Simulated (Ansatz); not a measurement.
Rh:

```
Rh
1.0
     0.00000    1.89785    1.89785
     1.89785    0.00000    1.89785
     1.89785    1.89785    0.00000
Rh
1
Direct
  0.00000 0.00000 0.00000
```

```yaml
Program: Ansatz 0.2.0
Task: relaxation of cell and atoms
Functional: PBE
Potentials_or_basis: Ansatz PAW
Cutoff: "420 eV (not typed: the program's choice for these potentials)"
k_mesh: 12 × 12 × 12
Occupations: fermi-dirac, width 0.05 eV
Spin: no spin polarisation
```

At the start: volume 13.67 Å³/atom.

Q: Where does the relaxation end?

A: It ends after 5 steps and the volume is 14.04 Å³/atom (+2.7 %); space group Fm-3m (No. 225, to 0.05 Å).

The path:
```csv
step,energy change (eV),largest force (eV/Å),volume (Å³)
1,0.0000,0.0000,13.67
2,-0.0033,0.0000,14.32
3,-0.0078,0.0000,14.05
4,-0.0078,0.0000,14.04
5,-0.0081,0.0000,14.04
```

Final structure:
```cif
data_structure
_symmetry_space_group_name_H-M 'P 1'
_symmetry_Int_Tables_number 1
_cell_length_a 2.7076
_cell_length_b 2.7076
_cell_length_c 2.7076
_cell_angle_alpha 60.000
_cell_angle_beta 60.000
_cell_angle_gamma 60.000
_cell_volume 14.04
loop_
_atom_site_label
_atom_site_type_symbol
_atom_site_fract_x
_atom_site_fract_y
_atom_site_fract_z
_atom_site_occupancy
Rh1 Rh 0.00000 0.00000 0.00000 1
```

Caveat: the plane-wave basis is chosen anew once the cell has moved, so the energies of steps on either side of that aren't comparable.
